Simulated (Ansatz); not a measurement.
ZrC: equation of state with PBE

The system is ZrC.

```xyz
4
Lattice="3.3915 0.0000 0.0000 -1.6957 2.9371 0.0000 0.0000 0.0000 5.2901" Properties=species:S:1:pos:R:3 pbc="T T T"
Zr    1.6957    0.9790    3.9675
Zr    0.0000    1.9581    1.3225
C     0.0000    0.0000    2.6450
C     0.0000    0.0000    0.0000
```

The cell comes from a database or a generator and needn't be the stable form of this composition.

```yaml
Program: Ansatz 0.2.0
Task: equation of state
Functional: PBE
Potentials_or_basis: Ansatz PAW
Cutoff: 420 eV
Density_cutoff: 1680 eV
k_mesh: 9 × 9 × 5
Occupations: fermi-dirac, width 0.05 eV
Spin: no spin polarisation
```

| Item | Value |
| --- | --- |
| Equilibrium volume | 13.04 Å³/atom |
| Bulk modulus at fixed shape and positions | 219 GPa |
| Pressure derivative of the bulk modulus | 4.1 |

Energy against volume, from the lowest point:
| volume (Å³/atom) | energy (meV/atom) |
| --- | --- |
| 12.383 | 23.63 |
| 12.647 | 7.55 |
| 12.910 | 0.00 |
| 13.174 | 0.12 |
| 13.437 | 7.13 |
| 13.701 | 20.37 |
| 13.964 | 39.26 |

All runs of the series together: 4.3 s on 2 threads of Intel(R) Xeon(R) 6975P-C (Granite Rapids), on a shared host.

Caveat: the cell was scaled at fixed shape and fractional positions, which overstates the stiffness of a crystal with free parameters, most of all of layers and chains.
